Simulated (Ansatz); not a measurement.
# GaN: the cost of one run

Program: Ansatz 0.2.0. Level of theory: DFT, PBE, plane-wave PAW, default files, scalar-relativistic. These are calculated values, not measurements.

## 1. The starting structure

It takes space group Fm-3m (No. 225, cubic). The conventional cell has a = 3.985 Å, b = 3.985 Å, c = 3.985 Å, α = 90.00°, β = 90.00°, γ = 90.00°. Ga (site symmetry m-3m) is surrounded by 6 N at 1.99 Å. N (site symmetry m-3m) is surrounded by 6 Ga at 1.99 Å.

Coordinates:

```xyz
2
Lattice="0.0000 1.9925 1.9925 1.9925 0.0000 1.9925 1.9925 1.9925 0.0000" Properties=species:S:1:pos:R:3 pbc="T T T"
Ga    1.9925    1.9925    1.9925
N     0.0000    0.0000    0.0000
```

## 2. Relaxing the atoms in the given cell

Contents of input.yaml:

```yaml
crystal:
  lattice:
    - [0.0, 1.9925, 1.9925]
    - [1.9925, 0.0, 1.9925]
    - [1.9925, 1.9925, 0.0]
  atoms:
    - { symbol: Ga, position: [0.5, 0.5, 0.5] }
    - { symbol: "N", position: [0.0, 0.0, 0.0] }
kpoints:
  mp_grid: { grid: [12, 12, 12] }
scf:
  occupations: { method: fermi_dirac, width: 0.02 }
hamiltonian:
  xc: pbe
  pseudopotentials: { kind: paw }
output:
  forces: true
  stress: true
  populations: true
  efg:
    quadrupole_moments_barn: { Ga: 0.107, "N": 0.02044 }
    contact_densities: true
relax:
  f_tol: 0.02
  max_steps: 60
```

Launch:

```sh
$ ansatz run input.yaml --threads 1 --pin off --max-ram 2560MiB --backend cpu --events-out ev --progress --plain --runs-dir out
```

**Question.** How long does this run take on 1 thread of an Arm CPU, shared host, and how much memory does it need?

About 3.1 s, with a peak of 0.34 GiB.
